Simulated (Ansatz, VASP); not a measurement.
MgH2 in VASP and in Ansatz

```
Mg H
1.0
     0.00000    2.42777    2.42777
     2.42777    0.00000    2.42777
     2.42777    2.42777    0.00000
Mg H
1 2
Cartesian
  0.0000 0.0000 0.0000
  1.2139 1.2139 1.2139
  3.6416 3.6416 3.6416
```

Change from the starting cell: volume scaled by 1.06.

Alike in both runs: task single point; functional PBE; k mesh 10 × 10 × 10; occupations fermi-dirac, width 0.05 eV; no spin polarisation.

|  | VASP | Ansatz |
| --- | --- | --- |
| version | VASP 6.6.1 | Ansatz 0.2.0 |
| potentials or method | VASP PAW PBE potentials, release 64 (Mg, H) | Ansatz PAW |
| plane-wave cutoff (eV) | 520 | 420 |
| valence electrons in the cell | 4 | 12 |

```tsv
	VASP	Ansatz	Ansatz less VASP
gap on the k mesh at the Fermi level (eV)	none	none	-
pressure (GPa)	-3.6	-3.2	+0.37
```

A gap of «none» marks a metal or a gap that the smearing closes. With one functional, cell and mesh, what is left measures potentials, basis and numerics. The two sets of potentials don't hold the same shells in valence.
